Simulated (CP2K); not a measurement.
The system is TaAs.

```
Ta As
1.0
     3.44363    0.00000    0.00000
     0.00000    3.44363    0.00000
     1.72181   -1.72181    5.86794
Ta As
2 2
Direct
  0.49997 0.50003 0.00007
  0.24997 0.25003 0.50007
  0.08263 0.91737 0.83474
  0.83263 0.66737 0.33474
```

The cell is a database's computed one.

Base run:

- Program: CP2K 2026.2
- Functional: PBE
- Potentials or basis: POTENTIAL_UZH Ta GTH-PBE-q13, As GTH-PBE-q5; TZVP-MOLOPT-PBE-GTH basis
- Density cutoff: 9184 eV
- k mesh: 8 × 8 × 8
- Occupations: fermi-dirac, width 0.05 eV
- Spin: no spin polarisation

Its results: band gap on the k mesh none (metal or under the smearing width); pressure 2.3 GPa; largest force 0.024 eV/Å.

Q: After a change of settings the same cell gave: band gap on the k mesh none (metal or under the smearing width); pressure 1.2 GPa; largest force 0.004 eV/Å. Which change was it?
A. functional from PBE to PW91
B. functional from PBE to PBEsol
C. functional from PBE to vdW-DF-cx
D. functional from PBE to r2SCAN

A: D.

Caveats: the basis of atomic orbitals isn't converged, which shifts pressures, moduli and gaps; the potentials were made for another functional, which shifts forces and pressure (some runs).

Not every run made on this cell is shown here.
